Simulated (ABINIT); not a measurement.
A run of ABINIT 10.8.3 (patched build) is set up as follows.

File run.abi:

```
# Datasets: one volume each
ndtset 7
getwfk -1
scalecart1 3*0.9795861087
scalecart2 3*0.9864848297
scalecart3 3*0.9932883884
scalecart4 3*1.0000000000
scalecart5 3*1.0066227096
scalecart6 3*1.0131594038
scalecart7 3*1.0196128224

# Pseudopotentials
pp_dirpath "./"
pseudos "Ca.GGA_PBE-JTH.xml, F.GGA_PBE-JTH.xml"

# Structure
acell 7.2985328152 7.2985328152 7.2985328152
rprim
     0.0000000000     0.7071067812     0.7071067812
     0.7071067812     0.0000000000     0.7071067812
     0.7071067812     0.7071067812     0.0000000000
ntypat 2
znucl 20 9
natom 3
typat 1 2 2
xred
     0.0000000000     0.0000000000     0.0000000000
     0.7500000000     0.7500000000     0.7500000000
     0.2500000000     0.2500000000     0.2500000000

# Plane-wave basis
ecut 23.0
pawecutdg 45.0

# k points
kptopt 1
ngkpt 8 8 8
nshiftk 1
shiftk 0.0 0.0 0.0

# Exchange and correlation
ixc 11
vdw_xc 6

# Bands and occupations
nband 16
occopt 3
tsmear 0.05 eV

# SCF cycle
nstep 100
tolvrs 1.0e-9

# Output
iomode 3
prtwf 1
prtden 0
prteig 0
prtebands 0
enunit 2
```

Potentials or basis: JTH PAW PBE v2.0.

The run is started by

```bash
$ abinit run.abi > log 2>&1
```

**Question.** What does it give for the bulk modulus?

**Answer.** 78 GPa.

**Question.** Predict the pressure derivative of the bulk modulus.

**Answer.** 5.3 (rough: it moves with the points fitted).

Energy against volume, from the lowest point:
```csv
volume (Å³/atom),energy (meV/atom)
12.764,18.52
13.036,8.92
13.308,2.86
13.579,0.10
13.851,0.00
14.122,2.39
14.394,7.03
```

Caveat: pressures at fixed basis lie under the slope of the energies. Zero-point motion and thermal expansion aren't in these numbers.
